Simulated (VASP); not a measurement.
Set up this calculation in VASP 6.6.1, as the native input.

```
Task                   : single point
Functional             : PBE
Potentials or basis    : VASP PAW PBE potentials, release 64 (Os)
Cutoff                 : 520 eV
k mesh                 : 11 × 11 × 6
Occupations            : gaussian, width 0.026 eV
Spin                   : no spin polarisation
Further INCAR settings : ALGO = Fast; EDIFF = 1e-06; NBANDS = 15
```

The structure of Os lies in POSCAR:

```
Os
1.0
    2.7341000000      0.0000000000      0.0000000000
   -1.3670500000      2.3678000565      0.0000000000
    0.0000000000      0.0000000000      4.3197000000
Os
2
Direct
    0.6666666667      0.3333333333      0.7500000000
    0.3333333333      0.6666666667      0.2500000000
```

The input as run:

INCAR

```
SYSTEM = Os
PREC = Accurate
ENCUT = 520
EDIFF = 1E-6
ISMEAR = 0
SIGMA = 0.026000000000000002
LREAL = .FALSE.
LASPH = .TRUE.
NELM = 100
ALGO = Fast
ISIF = 2
LWAVE = .FALSE.
LCHARG = .FALSE.
GGA = PE
NBANDS = 15
```

KPOINTS

```
Automatic mesh
0
G
  11 11 6
  0 0 0
```

Potentials or basis: VASP PAW PBE potentials, release 64 (Os).

Launch:

```console
$ cat potpaw_PBE.64/Os/POTCAR > POTCAR
$ mpirun -np 1 vasp_std > vasp.out
```

Results of the run:

The pressure is 8.7 GPa. The band gap on the k mesh is none (metal or under the smearing width).

Run time: 24 s on 1 thread of Intel(R) Xeon(R) Platinum 8259CL CPU @ 2.50GHz (Skylake/Cascade Lake), on a shared host, peak memory 0.14 GiB.
